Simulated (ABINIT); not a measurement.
# Zr: equation of state with PW91

Crystal: Zr.

```xyz
2
Lattice="3.2320 0.0000 0.0000 -1.6160 2.7990 0.0000 0.0000 0.0000 5.1470" Properties=species:S:1:pos:R:3 pbc="T T T"
Zr    1.6160    0.9330    3.8603
Zr    0.0000    1.8660    1.2868
```

- Program: ABINIT 10.8.3 (patched build)
- Task: equation of state
- Functional: PW91
- Potentials or basis: JTH PAW PBE v2.0
- Cutoff: 463 eV
- k mesh: 9 × 9 × 5
- Occupations: fermi-dirac, width 0.05 eV
- Spin: no spin polarisation

| Property | Result |
| --- | --- |
| Equilibrium volume | 23.31 Å³/atom |
| Bulk modulus at fixed shape and positions | 95 GPa |
| Pressure derivative of the bulk modulus | 3.3 |

Energy against volume, from the lowest point:
```tsv
volume (Å³/atom)	energy (meV/atom)
21.884	28.20
22.350	12.39
22.815	3.17
23.281	0.00
23.746	2.35
24.212	9.80
24.678	21.90
```

It took 110 s on 1 thread of Arm Neoverse V2, on a shared host, peak memory 0.15 GiB.

Caveat: pressures at fixed basis lie under the slope of the energies; the cell was scaled at fixed shape and fractional positions, which overstates the stiffness of a crystal with free parameters, most of all of layers and chains; the PAW data sets were made with another functional, which shifts forces and pressure a little.
